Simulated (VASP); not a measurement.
Write the native input for VASP 6.6.1 that does the following.

* Task: band structure
* Functional: r2SCAN
* Potentials or basis: VASP PAW PBE potentials, release 64 (C)
* Cutoff: 520 eV
* k mesh: 15 × 15 × 1
* Occupations: gaussian, width 0.03 eV
* Spin: no spin polarisation
* Dipole correction: yes
* Further INCAR settings: ALGO = All; EDIFF = 1e-07; NBANDS = 16

The structure of C lies in POSCAR:

```
C                                       
1.0
    2.4656797293      0.0000000000      0.0000000000
   -1.2328398646      2.1353412858      0.0000000000
    0.0000000000      0.0000000000     21.4289500000
  C             
     4
Direct
     0.0000000000000000    0.0000000000000000    0.4207967696772599
     0.6666666699999979    0.3333333300000021    0.4207717617004363
     0.0000000000000000    0.0000000000000000    0.5792020825295694
     0.3333333300000021    0.6666666699999979    0.5792293860927344
```

The slab is cut from a database's or a generator's crystal, which needn't be the stable form of the element.

One way to write it, as run:

INCAR

```
SYSTEM = C
ALGO = All
AMIN = 0.01
DIPOL = 0.5 0.5 0.500
EDIFF = 1E-7
ENCUT = 520
IDIPOL = 3
ISIF = 2
ISMEAR = 0
KPAR = 2
LASPH = .True.
LCHARG = .False.
LDIPOL = .True.
LMIXTAU = .True.
LREAL = .False.
LVACPOTAV = .True.
LVHAR = .True.
LWAVE = .False.
METAGGA = R2SCAN
NBANDS = 16
NELM = 120
PREC = Accurate
SIGMA = 0.03
```

KPOINTS

```
k-points
0
Gamma
  15 15 1
  0 0 0
```

KPOINTS_OPT

```
explicit points
67
Reciprocal
 0.0000000000  0.0000000000  0.0000000000 1
 0.0357142900  0.0000000000  0.0000000000 1
 0.0714285700  0.0000000000  0.0000000000 1
 0.1071428600  0.0000000000  0.0000000000 1
 0.1428571400  0.0000000000  0.0000000000 1
 0.1785714300  0.0000000000  0.0000000000 1
 0.2142857100  0.0000000000  0.0000000000 1
 0.2500000000  0.0000000000  0.0000000000 1
 0.2857142900  0.0000000000  0.0000000000 1
 0.3214285700  0.0000000000  0.0000000000 1
 0.3571428600  0.0000000000  0.0000000000 1
 0.3928571400  0.0000000000  0.0000000000 1
 0.4285714300  0.0000000000  0.0000000000 1
 0.4642857100  0.0000000000  0.0000000000 1
 0.5000000000  0.0000000000  0.0000000000 1
 0.4791666700  0.0416666700  0.0000000000 1
 0.4583333300  0.0833333300  0.0000000000 1
 0.4375000000  0.1250000000  0.0000000000 1
 0.4166666700  0.1666666700  0.0000000000 1
 0.3958333300  0.2083333300  0.0000000000 1
 0.3750000000  0.2500000000  0.0000000000 1
 0.3541666700  0.2916666700  0.0000000000 1
 0.3333333300  0.3333333300  0.0000000000 1
 0.3137254900  0.3137254900  0.0000000000 1
 0.2941176500  0.2941176500  0.0000000000 1
 0.2745098000  0.2745098000  0.0000000000 1
 0.2549019600  0.2549019600  0.0000000000 1
 0.2352941200  0.2352941200  0.0000000000 1
 0.2156862700  0.2156862700  0.0000000000 1
 0.1960784300  0.1960784300  0.0000000000 1
 0.1764705900  0.1764705900  0.0000000000 1
 0.1568627500  0.1568627500  0.0000000000 1
 0.1372549000  0.1372549000  0.0000000000 1
 0.1176470600  0.1176470600  0.0000000000 1
 0.0980392200  0.0980392200  0.0000000000 1
 0.0784313700  0.0784313700  0.0000000000 1
 0.0588235300  0.0588235300  0.0000000000 1
 0.0392156900  0.0392156900  0.0000000000 1
 0.0196078400  0.0196078400  0.0000000000 1
 0.0000000000  0.0000000000  0.0000000000 1
 0.0000000000  0.0000000000  0.0000000000 1
 0.0047173500 -0.0023586800  0.0000000000 1
-0.0047173500  0.0023586800  0.0000000000 1
 0.0137589400 -0.0068794700  0.0000000000 1
-0.0137589400  0.0068794700  0.0000000000 1
-0.0000000000  0.0040853500  0.0000000000 1
 0.0000000000 -0.0040853500  0.0000000000 1
-0.0000000000  0.0119156000  0.0000000000 1
 0.0000000000 -0.0119156000  0.0000000000 1
 0.5000000000  0.0000000000  0.0000000000 1
 0.5047173500 -0.0023586800  0.0000000000 1
 0.4952826500  0.0023586800  0.0000000000 1
 0.5137589400 -0.0068794700  0.0000000000 1
 0.4862410600  0.0068794700  0.0000000000 1
 0.5000000000  0.0040853500  0.0000000000 1
 0.5000000000 -0.0040853500  0.0000000000 1
 0.5000000000  0.0119156000  0.0000000000 1
 0.5000000000 -0.0119156000  0.0000000000 1
 0.3333333300  0.3333333300  0.0000000000 1
 0.3380506800  0.3309746500  0.0000000000 1
 0.3286159800  0.3356920100  0.0000000000 1
 0.3470922700  0.3264538600  0.0000000000 1
 0.3195743900  0.3402128000  0.0000000000 1
 0.3333333300  0.3374186800  0.0000000000 1
 0.3333333300  0.3292479800  0.0000000000 1
 0.3333333300  0.3452489300  0.0000000000 1
 0.3333333300  0.3214177300  0.0000000000 1
```

Potentials or basis: VASP PAW PBE potentials, release 64 (C).

Launch:

```bash
$ cat potpaw_PBE.64/C/POTCAR > POTCAR
$ mpirun -np 2 vasp_std > vasp.out
```

It gave:

```yaml
Largest_force: 0.019 eV/Å
Band_gap_along_the_path: none (metal or under the smearing width)
Work_function_of_the_upper_face: 4.34 eV
Work_function_of_the_lower_face: 4.34 eV
```

Caveat: the PAW data sets were made with another functional, which shifts forces and pressure a little.

It took 2.9 min on 2 MPI ranks on Intel(R) Xeon(R) 6975P-C (Granite Rapids) (shared host), peak memory 0.28 GiB a rank.
